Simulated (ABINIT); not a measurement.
# ZnO (zincite) (P6_3mc) in ABINIT: further runs

The runs below take ZnO (zincite) through band structure, with PBE, LDA-PZ.

Program: ABINIT 10.8.3 (patched build). These are calculated values, not measurements. Logs are shortened: lines on timing, memory, paths and dates and some standing lists are left out, and cuts for length are marked. The log counts tension as positive stress, the text compression.

**What was measured.**

“Electronic structure of alkaline earth and post-transition metal oxides”, 2009, arxiv:0908.1581 quotes, for a bulk crystal of ZnO: band gap 3.37 eV.

The results are compared with them further down.

### Step 1. Starting point

Symmetry: P6_3mc, No. 186, hexagonal system. The conventional cell has a = 3.249 Å, b = 3.249 Å, c = 5.206 Å, α = 90.00°, β = 90.00°, γ = 120.00°. Zn (site symmetry 3m) has 4 O at 1.97 to 1.98 Å as nearest neighbours. Around O (site symmetry 3m) lie 4 Zn at 1.97 to 1.98 Å.

### Step 2. Band structure, PBE

run.abi reads:

```
ndtset 2

pp_dirpath "./"
pseudos "Zn.GGA_PBE-JTH.xml, O.GGA_PBE-JTH.xml"

acell 3.249308 3.249308 5.205709 Angstrom
rprim
     1.0000000000     0.0000000000     0.0000000000
    -0.5000000000     0.8660254038     0.0000000000
     0.0000000000     0.0000000000     1.0000000000
ntypat 2
znucl 30 8
natom 4
typat 1 1 2 2
xred
     0.6666666667     0.3333333333     0.0000000000
     0.3333333333     0.6666666667     0.5000000000
     0.3333333333     0.6666666667     0.8790100000
     0.6666666667     0.3333333333     0.3790100000

ecut 23.0
pawecutdg 45.0
pawxcdev 0

ixc 11

occopt 3
tsmear 0.00183747

nstep 100

iomode 3
prtwf 0
prteig 0
prtebands 0
enunit 1
prtden1 1
prtvha1 1
prtvclmb1 1
prtpot1 1

kptopt1 1
ngkpt1 9 9 5
nshiftk1 1
shiftk1 0.0 0.0 0.0
nband1 22
tolvrs1 1.0e-9

iscf2 -2
getden2 1
nband2 28
nbdbuf2 4
tolwfr2 1.0e-11
kptopt2 -7
ndivsm2 5
prteig2 1
prtvol2 -3
kptbounds2
     0.0000000000     0.0000000000     0.0000000000
     0.5000000000     0.0000000000     0.0000000000
     0.3333333333     0.3333333333     0.0000000000
     0.0000000000     0.0000000000     0.0000000000
     0.0000000000     0.0000000000     0.5000000000
     0.5000000000     0.0000000000     0.5000000000
     0.3333333333     0.3333333333     0.5000000000
     0.0000000000     0.0000000000     0.5000000000
```

Potentials or basis: JTH PAW PBE v2.0.

Started as:

```sh
$ abinit run.abi > log 2>&1
```

run.abo:

```text
.Version 10.8.3 of ABINIT
 DATASET    1 : space group P6_3 m c (#186); Bravais hP (primitive hexag.)
================================================================================
 Values of the parameters that define the memory need for DATASET  1.
     intxc =       0    ionmov =       0      iscf =      17    lmnmax =      18
     lnmax =       6     mgfft =      45  mpssoang =       3    mqgrid =    3001
     natom =       4  nloc_mem =       2    nspden =       1   nspinor =       1
    nsppol =       1      nsym =      12    n1xccc =       1    ntypat =       2
    occopt =       3   xclevel =       2
       mpw =        1719          nfft =       40500          nkpt =          36
 PAW method is used; the additional fine FFT grid is defined by:
   mgfftf=        60    nfftf =     96000
================================================================================
================================================================================

 DATASET    2 : space group P6_3 m c (#186); Bravais hP (primitive hexag.)
================================================================================
 Values of the parameters that define the memory need for DATASET  2.
     intxc =       0    ionmov =       0      iscf =      -2    lmnmax =      18
     lnmax =       6     mgfft =      45  mpssoang =       3    mqgrid =    3001
     natom =       4  nloc_mem =       2    nspden =       1   nspinor =       1
    nsppol =       1      nsym =      12    n1xccc =       1    ntypat =       2
    occopt =       3   xclevel =       2
       mpw =        1737          nfft =       40500          nkpt =          56
 PAW method is used; the additional fine FFT grid is defined by:
   mgfftf=        60    nfftf =     96000
================================================================================
================================================================================

--------------------------------------------------------------------------------
------------- Echo of variables that govern the present computation ------------
--------------------------------------------------------------------------------
 -outvars: echo values of preprocessed input variables --------
            acell      6.1403022187E+00  6.1403022187E+00  9.8373643012E+00 Bohr
              amu      6.53900000E+01  1.59994000E+01
             ecut      2.30000000E+01 Hartree
           enunit           1
           getden1          0
           getden2          1
             iscf1         17
             iscf2         -2
[... 968 lines left out ...]
 reduced coordinates (array xred) for    4 atoms
       0.666666666667      0.333333333333      0.000000000000
       0.333333333333      0.666666666667      0.500000000000
       0.333333333333      0.666666666667      0.879010000000
       0.666666666667      0.333333333333      0.379010000000

 cartesian coordinates (angstrom) at end:
    1      1.62465400000000     0.93799442425686     0.00000000000000
    2      0.00000000000000     1.87598884851371     2.60285450000000
    3      0.00000000000000     1.87598884851371     4.57587026809000
    4      1.62465400000000     0.93799442425686     1.97301576809000
 length scales=  6.140302218721  6.140302218721  9.837364301173 bohr
              =  3.249308000000  3.249308000000  5.205709000000 angstroms
 Eigenvalues (   eV  ) for nkpt=  56  k points:
 kpt#   1, nband= 28, wtk=  1.00000, kpt=  0.0000  0.0000  0.0000 (reduced coord)
 -11.97408  -11.24360    0.40780    0.40780    0.44685    0.49502    0.60490    0.60490
   1.57514    1.57514    1.79022    1.79022    2.06015    5.29841    5.29841    6.03727
   6.10939    6.10939    6.90363   11.32028   14.37589   18.95608   18.95608   20.20628
  20.22429   20.22429   22.60693   24.24688
 kpt#   2, nband= 28, wtk=  1.00000, kpt=  0.0556  0.0000  0.0000 (reduced coord)
 -11.95699  -11.23606    0.38580    0.41777    0.46045    0.51788    0.60454    0.61885
   1.56788    1.57387    1.79193    1.80348    2.05638    5.18324    5.25608    5.84213
   6.01696    6.08734    7.20961   11.45457   14.37451   18.58032   18.98659   19.96794
  20.27028   20.27369   22.53684   24.11554
 kpt#   3, nband= 28, wtk=  1.00000, kpt=  0.1111  0.0000  0.0000 (reduced coord)
 -11.90712  -11.21460    0.33178    0.44603    0.48796    0.56538    0.62929    0.65996
   1.54713    1.57198    1.79645    1.84271    2.04599    4.85814    5.13472    5.41507
   5.95423    6.02277    7.76185   11.82056   14.36905   17.78007   19.07552   19.36166
  20.36855   20.37274   21.98901   23.56172
 kpt#   4, nband= 28, wtk=  1.00000, kpt=  0.1667  0.0000  0.0000 (reduced coord)
 -11.82863  -11.18265    0.25972    0.48773    0.51149    0.58716    0.72604    0.74151
[... 249 lines left out ...]
 -11.57400  -11.57400    0.15857    0.15857    0.50677    0.50677    0.52716    0.52716
   1.70345    1.70345    1.70629    1.70629    3.87048    3.87048    5.42197    5.42197
   5.59326    5.59326    9.90694    9.90694   16.17939   16.17939   18.57468   18.57468
  19.32555   19.32555   24.43779   24.43780
 kpt#  55, nband= 28, wtk=  1.00000, kpt=  0.0303  0.0303  0.5000 (reduced coord)
 -11.60745  -11.60745    0.18292    0.18292    0.48742    0.48742    0.49108    0.49108
   1.70511    1.70511    1.70571    1.70571    3.87903    3.87903    5.62857    5.62857
   5.68017    5.68017    9.66290    9.66290   16.21590   16.21590   19.03344   19.03344
  19.26220   19.26220   24.41033   24.41033
 kpt#  56, nband= 28, wtk=  1.00000, kpt=  0.0000  0.0000  0.5000 (reduced coord)
 -11.61896  -11.61896    0.19166    0.19166    0.47982    0.47982    0.47982    0.47982
   1.70575    1.70575    1.70575    1.70575    3.87942    3.87942    5.70886    5.70886
   5.70886    5.70886    9.57256    9.57256   16.22286   16.22286   19.23668   19.23668
  19.23668   19.23668   24.29222   24.29223

== END DATASET(S) ==============================================================
================================================================================

 -outvars: echo values of variables after computation  --------
            acell      6.1403022187E+00  6.1403022187E+00  9.8373643012E+00 Bohr
           etotal1    -1.6097741382E+02
            fcart1    -3.5081598622E-28 -2.0254370407E-28 -1.3906787188E-03
                       3.5081598622E-28  2.0254370407E-28 -1.3906787188E-03
                       3.5081598622E-28  2.0254370407E-28  1.3906787188E-03
                      -3.5081598622E-28 -2.0254370407E-28  1.3906787188E-03
            rprim      1.0000000000E+00  0.0000000000E+00  0.0000000000E+00
                      -5.0000000000E-01  8.6602540380E-01  0.0000000000E+00
                       0.0000000000E+00  0.0000000000E+00  1.0000000000E+00
           strten1    -1.2848420412E-04 -1.2848420444E-04 -1.8689514161E-04
                       0.0000000000E+00  0.0000000000E+00  0.0000000000E+00
           xangst      1.6246540000E+00  9.3799442426E-01  0.0000000000E+00
                       6.5619490340E-17  1.8759888485E+00  2.6028545000E+00
                       6.5619490340E-17  1.8759888485E+00  4.5758702681E+00
                       1.6246540000E+00  9.3799442426E-01  1.9730157681E+00
             xred      6.6666666667E-01  3.3333333333E-01  0.0000000000E+00
                       3.3333333333E-01  6.6666666667E-01  5.0000000000E-01
                       3.3333333333E-01  6.6666666667E-01  8.7901000000E-01
                       6.6666666667E-01  3.3333333333E-01  3.7901000000E-01
 Calculation completed.
```

Wall time 4.9 min (1 thread of Arm Neoverse V2, shared host); peak memory 0.16 GiB.

What came out:

| Property | Result |
| --- | --- |
| Free energy | -4380.4186 eV |
| Pressure | 4.4 GPa |
| Largest force | 0.072 eV/Å |
| Band gap on the k mesh | 0.79 eV, direct |
| Band gap along the path | 0.79 eV, direct |
| Valence electrons inside the program's atomic spheres | Zn 10.89; O 4.54 |

Forces in eV/Å, atoms in the order of the input:
```
Zn   0.000  0.000 -0.072
Zn   0.000  0.000 -0.072
O    0.000  0.000  0.072
O    0.000  0.000  0.072
```

Levels at the corners of the path, in eV from the valence-band top:
```tsv
point	band 16	band 17	band 18	band 19	band 20	band 21
Γ	-0.07	0.00	0.00	0.79	5.21	8.27
M	-2.28	-1.28	-0.83	5.77	6.87	7.63
K	-1.91	-1.91	-1.71	7.68	7.68	7.69
Γ	-0.07	0.00	0.00	0.79	5.21	8.27
A	-0.40	-0.40	-0.40	3.46	3.46	10.11
L	-1.51	-1.35	-1.35	5.73	5.73	8.42
H	-2.68	-1.23	-1.23	8.01	8.01	8.02
A	-0.40	-0.40	-0.40	3.46	3.46	10.11
```

### Step 3. Band structure, LDA-PZ

Edit run.abi of step 2 so:

```diff
@@ -3,9 +3,9 @@
 pp_dirpath "./"
-pseudos "Zn.GGA_PBE-JTH.xml, O.GGA_PBE-JTH.xml"
+pseudos "Zn.upf, O.upf"
 
-acell 3.249308 3.249308 5.205709 Angstrom
+acell 3*1.0
 rprim
-     1.0000000000     0.0000000000     0.0000000000
-    -0.5000000000     0.8660254038     0.0000000000
-     0.0000000000     0.0000000000     1.0000000000
+     6.1403022146     0.0000000000     0.0000000000
+    -3.0701511073     5.3176577047     0.0000000000
+     0.0000000000     0.0000000000     9.8373642945
 ntypat 2
@@ -20,10 +20,8 @@
 
-ecut 23.0
-pawecutdg 45.0
-pawxcdev 0
+ecut 42.0
 
-ixc 11
+ixc 2
 
 occopt 3
-tsmear 0.00183747
+tsmear 0.05 eV
 
@@ -35,7 +33,3 @@
 prtebands 0
-enunit 1
 prtden1 1
-prtvha1 1
-prtvclmb1 1
-prtpot1 1
 
@@ -45,4 +39,4 @@
 shiftk1 0.0 0.0 0.0
-nband1 22
-tolvrs1 1.0e-9
+nband1 32
+tolvrs1 1.0e-10
 
@@ -50,3 +44,3 @@
 getden2 1
-nband2 28
+nband2 38
 nbdbuf2 4
```

Potentials or basis: PseudoDojo NC SR LDA v0.4.1 standard.

Started as:

```sh
$ abinit run.abi > log 2>&1
```

run.abo:

```text
.Version 10.8.3 of ABINIT
 DATASET    1 : space group P6_3 m c (#186); Bravais hP (primitive hexag.)
================================================================================
 Values of the parameters that define the memory need for DATASET  1.
     intxc =       0    ionmov =       0      iscf =       7    lmnmax =       6
     lnmax =       6     mgfft =      60  mpssoang =       3    mqgrid =    3001
     natom =       4  nloc_mem =       1    nspden =       1   nspinor =       1
    nsppol =       1      nsym =      12    n1xccc =    2501    ntypat =       2
    occopt =       3   xclevel =       1
       mpw =        4221          nfft =       77760          nkpt =          36
================================================================================
================================================================================

 DATASET    2 : space group P6_3 m c (#186); Bravais hP (primitive hexag.)
================================================================================
 Values of the parameters that define the memory need for DATASET  2.
     intxc =       0    ionmov =       0      iscf =      -2    lmnmax =       6
     lnmax =       6     mgfft =      60  mpssoang =       3    mqgrid =    3001
     natom =       4  nloc_mem =       1    nspden =       1   nspinor =       1
    nsppol =       1      nsym =      12    n1xccc =    2501    ntypat =       2
    occopt =       3   xclevel =       1
       mpw =        4221          nfft =       77760          nkpt =          56
================================================================================
================================================================================

--------------------------------------------------------------------------------
------------- Echo of variables that govern the present computation ------------
--------------------------------------------------------------------------------
[... 1065 lines left out ...]
   0.13453    0.13453    0.16341    0.32298    0.43377    0.60130    0.60130    0.64704
   0.64796    0.64796    0.73511    0.79692    0.79692    0.85868
 kpt#   2, nband= 38, wtk=  1.00000, kpt=  0.0556  0.0000  0.0000 (reduced coord)
  -4.37210   -4.37209   -2.70530   -2.70518   -2.70518   -2.70517   -2.70516   -2.70515
  -0.51619   -0.48792   -0.07816   -0.07700   -0.07545   -0.07228   -0.07021   -0.06972
  -0.03582   -0.03560   -0.02755   -0.02709   -0.01723    0.10032    0.10307    0.12461
   0.13122    0.13372    0.17468    0.32792    0.43371    0.58742    0.60240    0.63857
   0.64953    0.64965    0.73290    0.78638    0.79661    0.85220
 kpt#   3, nband= 38, wtk=  1.00000, kpt=  0.1111  0.0000  0.0000 (reduced coord)
  -4.37210   -4.37209   -2.70529   -2.70518   -2.70518   -2.70518   -2.70516   -2.70515
  -0.51424   -0.48707   -0.08011   -0.07596   -0.07444   -0.07116   -0.06873   -0.06821
  -0.03659   -0.03568   -0.02739   -0.02553   -0.01763    0.08814    0.09857    0.10878
   0.12890    0.13134    0.19487    0.34136    0.43346    0.55794    0.60561    0.61637
[... 305 lines left out ...]
   0.11548    0.11548    0.27264    0.27264    0.49935    0.49935    0.58724    0.58724
   0.61502    0.61502    0.80215    0.80215    0.86432    0.86438
 kpt#  55, nband= 38, wtk=  1.00000, kpt=  0.0303  0.0303  0.5000 (reduced coord)
  -4.37209   -4.37209   -2.70524   -2.70524   -2.70517   -2.70517   -2.70516   -2.70516
  -0.50251   -0.50251   -0.08541   -0.08541   -0.07450   -0.07450   -0.07437   -0.07437
  -0.03075   -0.03075   -0.03073   -0.03073    0.05159    0.05159    0.11677    0.11677
   0.11870    0.11870    0.26374    0.26374    0.50066    0.50066    0.60426    0.60426
   0.61274    0.61274    0.80090    0.80090    0.87057    0.87307
 kpt#  56, nband= 38, wtk=  1.00000, kpt=  0.0000  0.0000  0.5000 (reduced coord)
  -4.37209   -4.37209   -2.70524   -2.70524   -2.70516   -2.70516   -2.70516   -2.70516
  -0.50297   -0.50297   -0.08508   -0.08508   -0.07478   -0.07478   -0.07478   -0.07478
  -0.03073   -0.03073   -0.03073   -0.03073    0.05161    0.05161    0.11977    0.11977
   0.11977    0.11977    0.26043    0.26043    0.50090    0.50090    0.61181    0.61181
   0.61181    0.61181    0.79646    0.79646    0.87052    0.87052

== END DATASET(S) ==============================================================
================================================================================

 -outvars: echo values of variables after computation  --------
            acell      1.0000000000E+00  1.0000000000E+00  1.0000000000E+00 Bohr
           etotal1    -4.5089793396E+02
            fcart1    -3.5081598645E-28 -2.0254370422E-28 -1.0110423741E-03
                       3.5081598645E-28  2.0254370422E-28 -1.0110423741E-03
                      -0.0000000000E+00 -0.0000000000E+00  1.0110423741E-03
                      -0.0000000000E+00 -0.0000000000E+00  1.0110423741E-03
            rprim      6.1403022146E+00  0.0000000000E+00  0.0000000000E+00
                      -3.0701511073E+00  5.3176577047E+00  0.0000000000E+00
                       0.0000000000E+00  0.0000000000E+00  9.8373642945E+00
           strten1     2.7088769830E-04  2.7088769902E-04  2.1310762387E-04
                       0.0000000000E+00  0.0000000000E+00  0.0000000000E+00
           xangst      1.6246539989E+00  9.3799442360E-01  0.0000000000E+00
                      -1.2714472962E-17  1.8759888472E+00  2.6028544982E+00
                      -1.2714472962E-17  1.8759888472E+00  4.5758702650E+00
                       1.6246539989E+00  9.3799442360E-01  1.9730157668E+00
             xred      6.6666666667E-01  3.3333333333E-01  0.0000000000E+00
                       3.3333333333E-01  6.6666666667E-01  5.0000000000E-01
                       3.3333333333E-01  6.6666666667E-01  8.7901000000E-01
                       6.6666666667E-01  3.3333333333E-01  3.7901000000E-01
 Calculation completed.
```

Wall time 5.3 min (1 thread of Intel Xeon Platinum 8488C (Sapphire Rapids), shared host); peak memory 0.19 GiB.

Results:

```yaml
Free_energy: -12269.5578 eV
Pressure: -7.4 GPa
Largest_force: 0.052 eV/Å
Band_gap_on_the_k_mesh: 0.79 eV, direct
Band_gap_along_the_path: 0.79 eV, direct
Valence_electrons_inside_the_program's_atomic_spheres: Zn 18.18; O 6.22
```

Forces on the atoms (eV/Å):
```
Zn   0.000  0.000 -0.052
Zn   0.000  0.000 -0.052
O    0.000  0.000  0.052
O    0.000  0.000  0.052
```

Levels at the corners of the path, in eV from the valence-band top:
```
point  band 22  band 23  band 24  band 25  band 26  band 27  band 28  band 29  band 30  band 31
    Γ    -0.81    -0.81    -0.07     0.00     0.00     0.79     5.13     8.14    12.70    12.70
    M    -3.57    -2.86    -2.29    -1.30    -0.83     5.71     6.75     7.50     8.36    10.51
    K    -3.57    -3.57    -1.94    -1.94    -1.72     7.56     7.59     7.59     8.01    10.69
    Γ    -0.81    -0.81    -0.07     0.00     0.00     0.79     5.13     8.14    12.70    12.70
    A    -2.26    -0.40    -0.40    -0.40    -0.40     3.43     3.43     9.97     9.97    12.99
    L    -3.82    -1.51    -1.51    -1.36    -1.36     5.63     5.63     8.31     8.31    11.17
    H    -3.77    -2.72    -2.72    -1.23    -1.23     7.88     7.88     7.93     7.93     8.70
    A    -2.26    -0.40    -0.40    -0.40    -0.40     3.43     3.43     9.97     9.97    12.99
```

### Step 4. Comparison with measurements

Step 2. Measured gap of ZnO: 3.37 eV (quoted in “Electronic structure of alkaline earth and post-transition metal oxides”, 2009, arxiv:0908.1581). This calculation gives 0.79 eV (-2.58 eV). So large a miss can be the level of theory's own, or it may mean another phase, state or a wrong row. The value is that of PBE, without temperature or zero-point motion. Semilocal functionals fall short of measured gaps as a rule.

Step 3. Measured gap of ZnO: 3.37 eV (quoted in “Electronic structure of alkaline earth and post-transition metal oxides”, 2009, arxiv:0908.1581). This calculation gives 0.79 eV (-2.58 eV). So large a miss can be the level of theory's own, or it may mean another phase, state or a wrong row. The value is that of LDA-PZ, without temperature or zero-point motion. Semilocal functionals fall short of measured gaps as a rule.
